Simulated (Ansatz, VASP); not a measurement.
# KF (Carobbiite) in VASP and in Ansatz

File INCAR:

```
SYSTEM = KF
PREC     = Accurate       ! precision mode
ENCUT    = 520            ! plane-wave cutoff, eV
EDIFF    = 1E-7           ! SCF threshold, eV
ISMEAR   = -1             ! smearing method
SIGMA    = 0.05           ! smearing width, eV
LREAL    = .FALSE.        ! projectors in reciprocal space
LASPH    = .TRUE.         ! aspherical terms in the spheres
NELM     = 80             ! most SCF steps
ALGO     = Normal         ! electronic algorithm
ISIF     = 2              ! what is computed and relaxed
LWAVE    = .FALSE.        ! write WAVECAR
LCHARG   = .FALSE.        ! write CHGCAR
GGA      = PE             ! functional
NBANDS   = 15             ! bands
```

The input KPOINTS:

```
Automatic mesh
0
G
  9 9 9
  0 0 0
```

The input POSCAR:

```
KF
1.0
    0.0000000000      2.6718500000      2.6718500000
    2.6718500000      0.0000000000      2.6718500000
    2.6718500000      2.6718500000      0.0000000000
K F
1 1
Direct
    0.0000000000      0.0000000000      0.0000000000
    0.5000000000      0.5000000000      0.5000000000
```

File input.yaml:

```yaml
crystal:
  lattice:
    - [0.0, 2.67185, 2.67185]
    - [2.67185, 0.0, 2.67185]
    - [2.67185, 2.67185, 0.0]
  atoms:
    - { symbol: K, position: [0.0, 0.0, 0.0] }
    - { symbol: F, position: [0.5, 0.5, 0.5] }
hamiltonian:
  xc: pbe
  pseudopotentials: { kind: paw }
kpoints:
  mp_grid: { grid: [9, 9, 9] }
scf:
  occupations: { method: fermi_dirac, width: 0.05 }
output:
  forces: true
  stress: true
  eigenvalues: true
```

Alike in both runs: task single point; functional PBE; k mesh 9 × 9 × 9; occupations fermi-dirac, width 0.05 eV; no spin polarisation.

```csv
,VASP,Ansatz
version,VASP 6.6.1,Ansatz 0.2.0
potentials or method,"VASP PAW PBE potentials, release 64 (K_sv, F)",Ansatz PAW
plane-wave cutoff (eV),520,420
valence electrons in the cell,16,16
```

Ansatz gave:

```
gap on the k mesh at the Fermi level (eV) : 6.18
least direct gap on the mesh (eV)         : 6.18
pressure (GPa)                            : 1.4
```

Question: Which values does VASP return?

Answer: gap on the k mesh at the Fermi level (eV): 6.17; least direct gap on the mesh (eV): 6.17; pressure (GPa): 1.4.

Caveats: an odd mesh through Γ misses points on the zone boundary, where band edges often lie (VASP); odd divisions of the mesh miss points on the zone boundary, where band edges often lie, so the gap on the mesh can be too wide (Ansatz); the pressure holds a Pulay correction of +0.3 GPa for the finite cutoff (Ansatz). Expect the measured gap to be larger: semilocal functionals such as PBE lack the derivative discontinuity.
